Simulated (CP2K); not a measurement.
# Ga: band structure with LDA

Ga:

```
CELL_PARAMETERS angstrom
4.44947 0.00000 0.00000
-2.22474 3.85336 0.00000
0.00000 0.00000 2.76520
ATOMIC_POSITIONS crystal
Ga 0.33333 0.66667 0.50000
Ga 0.66667 0.33333 0.50000
```

The cell was built by a generator and needn't be a form met in nature.

```
Program                                : CP2K 2026.2
Task                                   : band structure
Functional                             : LDA
Potentials or basis                    : GTH_POTENTIALS Ga GTH-PADE-q13; TZVP-MOLOPT-PBE-GTH basis
Density cutoff                         : 6123 eV
k mesh                                 : 7 × 7 × 10
Occupations                            : fermi-dirac, width 0.1 eV
Spin                                   : no spin polarisation
SCF solver                             : diagonalisation with k points
Quickstep method                       : GPW
EPS_DEFAULT                            : 1.0E-9
EPS_SCF                                : 1.0E-6
MAX_SCF                                : 100
SCF_GUESS                              : ATOMIC
k points reduced by the point group    : yes
Mesh centred on Gamma                  : yes
CHOLESKY                               : OFF
EPS_EIGVAL                             : 1.0E-7
MIXING METHOD                          : BROYDEN_MIXING
MIXING ALPHA                           : 0.4
NBUFFER                                : 8
NGRIDS                                 : 5
Basis sets                             : Ga TZVP-MOLOPT-PBE-GTH-q13
Potentials                             : Ga GTH-PADE-q13 of GTH_POTENTIALS
ADDED_MOS                              : [10]
Points a segment of the path (NPOINTS) : 6
Bands added on the path                : 4
REL_CUTOFF (Ry)                        : 60 Ry
MIXING BETA (1/bohr)                   : 1.5 1/bohr
CUTOFF of the grids                    : 450 Ry
```

```yaml
Pressure: -4.0 GPa
Band_gap_on_the_k_mesh: none (metal or under the smearing width)
```

Stress tensor (GPa, compression positive):
```
-3.70  0.00  0.00
 0.00 -3.70  0.00
 0.00  0.00 -4.74
```

Levels at the corners of the path, in eV from the Fermi level:
| point | band 10 | band 11 | band 12 | band 13 | band 14 | band 15 | band 16 | band 17 |
| --- | --- | --- | --- | --- | --- | --- | --- | --- |
| Γ | -14.54 | -10.05 | -1.60 | -0.52 | -0.52 | 3.29 | 3.29 | 6.33 |
| M | -14.51 | -8.33 | -6.76 | -1.90 | 0.40 | 8.19 | 8.42 | 9.07 |
| K | -14.44 | -7.49 | -7.49 | -3.41 | 4.53 | 4.53 | 6.32 | 10.98 |
| Γ | -14.54 | -10.05 | -1.60 | -0.52 | -0.52 | 3.29 | 3.29 | 6.33 |
| A | -14.41 | -5.96 | -3.67 | 2.51 | 2.51 | 2.71 | 3.34 | 6.79 |
| L | -14.43 | -4.32 | -2.87 | -2.08 | -0.45 | 1.20 | 4.56 | 6.37 |
| H | -14.43 | -3.52 | -3.52 | -1.26 | -1.26 | -0.10 | 4.52 | 8.36 |
| A | -14.41 | -5.96 | -3.67 | 2.51 | 2.51 | 2.71 | 3.34 | 6.79 |
| L | -14.43 | -4.32 | -2.87 | -2.08 | -0.45 | 1.20 | 4.56 | 6.37 |
| M | -14.51 | -8.33 | -6.76 | -1.90 | 0.40 | 8.19 | 8.42 | 9.07 |
| K | -14.44 | -7.49 | -7.49 | -3.41 | 4.53 | 4.53 | 6.32 | 10.98 |
| H | -14.43 | -3.52 | -3.52 | -1.26 | -1.26 | -0.10 | 4.52 | 8.36 |

Wall time 77 s on 1 thread of Arm Neoverse V1, on a shared host, peak memory 0.37 GiB.

Caveat: the basis of atomic orbitals isn't converged, which shifts pressures, moduli and gaps.
